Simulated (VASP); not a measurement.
A run of VASP 6.6.1 is set up as follows.

File POSCAR:

```
TePb                                    
1.0
    0.0000000000      3.2218515830      3.2218515830
    3.2218515830      0.0000000000      3.2218515830
    3.2218515830      3.2218515830      0.0000000000
  Te              Pb            
     1     1
Direct
     0.5000000000000000    0.5000000000000000    0.5000000000000000
     0.0000000000000000    0.0000000000000000    0.0000000000000000
```

INCAR.step1

```
  PREC = Accurate
  ENCUT = 520
  EDIFF = 1E-5
  ISMEAR = 0
  SIGMA = 0.03
  LREAL = False
  LASPH = True
  NELM = 80
  ALGO = Normal
  ISIF = 2
  LWAVE = True
  LCHARG = False
  NBANDS = 17
  GGA = PE
```

The input INCAR.step2:

```
  PREC = Accurate
  ENCUT = 520
  EDIFF = 1E-6
  ISMEAR = 0
  SIGMA = 0.03
  LREAL = False
  LASPH = True
  NELM = 80
  ALGO = Normal
  ISIF = 2
  LWAVE = False
  LCHARG = False
  METAGGA = MBJ
  NBANDS = 17
  ISTART = 1
```

The input KPOINTS:

```
regular mesh
0
Gamma
  8 8 8
```

File KPOINTS_OPT:

```
explicit points
159
Reciprocal
 0.0000000000  0.0000000000  0.0000000000 1
 0.0357142857  0.0000000000  0.0357142857 1
 0.0714285714  0.0000000000  0.0714285714 1
 0.1071428571  0.0000000000  0.1071428571 1
 0.1428571429  0.0000000000  0.1428571429 1
 0.1785714286  0.0000000000  0.1785714286 1
[... 151 lines left out ...]
 0.4250000000  0.0000000000  0.4250000000 1
 0.4500000000  0.0000000000  0.4500000000 1
```

Potentials or basis: VASP PAW PBE potentials, release 64 (Te, Pb_d).

The run is started by

```bash
$ cat potpaw_PBE.64/Te/POTCAR potpaw_PBE.64/Pb_d/POTCAR > POTCAR
$ cp INCAR.step1 INCAR
$ mpirun -np 1 vasp_std > vasp.out
$ cp INCAR.step2 INCAR
$ mpirun -np 1 vasp_std > vasp.out
```

Problem. Predict the band gap on the k mesh.

Solution. 1.10 eV, direct.

Problem. Estimate the band gap along the path.

Solution. 1.10 eV, direct.

Levels at the corners of the path, in eV from the valence-band top:
```
point  band 8  band 9  band 10  band 11  band 12  band 13
    Γ   -1.51   -1.51    -1.51     4.32     4.32     4.32
    X   -4.50   -2.89    -2.89     3.57     5.70     5.70
    X   -4.50   -2.89    -2.89     3.57     5.70     5.70
    W   -3.82   -3.82    -0.51     1.89     5.40     5.40
    W   -3.82   -3.82    -0.51     1.89     5.40     5.40
    K   -4.13   -2.40    -2.10     3.76     3.88     5.40
    K   -4.13   -2.40    -2.10     3.76     3.88     5.40
    Γ   -1.51   -1.51    -1.51     4.32     4.32     4.32
    Γ   -1.51   -1.51    -1.51     4.32     4.32     4.32
    L   -1.08   -1.08     0.00     1.10     1.41     1.41
    L   -1.08   -1.08     0.00     1.10     1.41     1.41
    U   -4.13   -2.40    -2.10     3.76     3.88     5.40
    U   -4.13   -2.40    -2.10     3.76     3.88     5.40
    W   -3.82   -3.82    -0.51     1.89     5.40     5.40
    W   -3.82   -3.82    -0.51     1.89     5.40     5.40
    L   -1.08   -1.08     0.00     1.10     1.41     1.41
    L   -1.08   -1.08     0.00     1.10     1.41     1.41
    K   -4.13   -2.40    -2.10     3.76     3.88     5.40
    U   -4.13   -2.40    -2.10     3.76     3.88     5.40
    X   -4.50   -2.89    -2.89     3.57     5.70     5.70
```

Caveat: spin-orbit coupling is left out, which as a rule narrows the gap of such compounds by several tenths of an eV.

**Experimental background.**

From a printed reference work, monograph, for a bulk crystal of TePb at 4.2 K: band gap 0.19 eV (direct).

A measured gap of TePb is 0.19 eV (direct; 4.2 K; a printed reference work, monograph); the calculated 1.10 eV misses it by +0.91 eV. Spin-orbit coupling on Pb, Te is left out. The value is that of TB-mBJ, without temperature or zero-point motion.
